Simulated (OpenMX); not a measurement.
Runs of OpenMX 3.8.5 on Si2Mo. The structure is tetragonal, space group I4/mmm (No. 139). The conventional cell has a = 3.200 Å, b = 3.200 Å, c = 7.861 Å, α = 90.00°, β = 90.00°, γ = 90.00°. Mo (site symmetry 4/mmm) has 10 Si at 2.62 Å as nearest neighbours. Si (site symmetry 4mm) has 5 Si at 2.61 to 2.63 Å and 5 Mo at 2.62 Å as nearest neighbours. 

```tsv
task	level	potentials or basis	spin	k mesh	SCF threshold	max SCF cycles	gap on the mesh (eV)	pressure (GPa)	largest force (eV/Å)
band structure	PBE	OpenMX 2013 PBE set, Mo7.0-s3p2d1, Si7.0-s2p1d1, grid cutoff 400 Ry	off	9 × 9 × 9	1e-08 Ha	100	-	5.9	0.26
single point	PBE	OpenMX 2013 PBE set, Mo7.0-s3p2d2, Si7.0-s2p2d1, grid cutoff 400 Ry	off	9 × 9 × 9	1e-08 Ha	100	none	4.3	0.27
single point	PBE+D3(BJ)	OpenMX 2013 PBE set, Mo7.0-s3p2d2, Si7.0-s2p2d1, grid cutoff 400 Ry	off	9 × 9 × 9	1e-08 Ha	100	none	-2.8	0.27
single point	PBE+D3	OpenMX 2013 PBE set, Mo7.0-s3p2d2, Si7.0-s2p2d1, grid cutoff 400 Ry	off	9 × 9 × 9	1e-08 Ha	100	none	-0.9	0.25
band structure	PBE	OpenMX 2013 PBE set, Mo7.0-s3p2d2, Si7.0-s2p2d1, grid cutoff 400 Ry	non-collinear, zero start, SOC	9 × 9 × 9	1e-07 Ha	160	-	-	0.27
single point	PBE+D4	OpenMX 2013 PBE set, Mo7.0-s3p2d2, Si7.0-s2p2d1, grid cutoff 400 Ry	off	9 × 9 × 9	1e-08 Ha	100	none	(b)	0.28
band structure	PBE	OpenMX 2013 PBE set, Mo7.0-s3p2d2, Si7.0-s2p2d1, grid cutoff 400 Ry	off	9 × 9 × 9	1e-08 Ha	100	-	4.3	0.26
band structure	PBE	OpenMX 2013 PBE set, Mo7.0-s3p2d2, Si7.0-s2p2d1, grid cutoff 400 Ry	off	13 × 13 × 13	1e-08 Ha	100	-	4.3	(a)
```

Alike in all rows: cell as given; smearing fermi-dirac 0.05 eV.

Task: Estimate the missing entries.

Result: (a) 0.23; (b) -1.9.

Caveats: the basis of atomic orbitals isn't converged, which shifts pressures, moduli and gaps; pairwise dispersion overbinds metals, which lowers pressure and volume (some runs); total energies with and without spin-orbit coupling shouldn't be compared in this program (some runs).

A k mesh can miss the band edges, and rows without SOC leave out spin-orbit coupling on Mo.

A gap of «none» marks a metal or a gap under the smearing width.
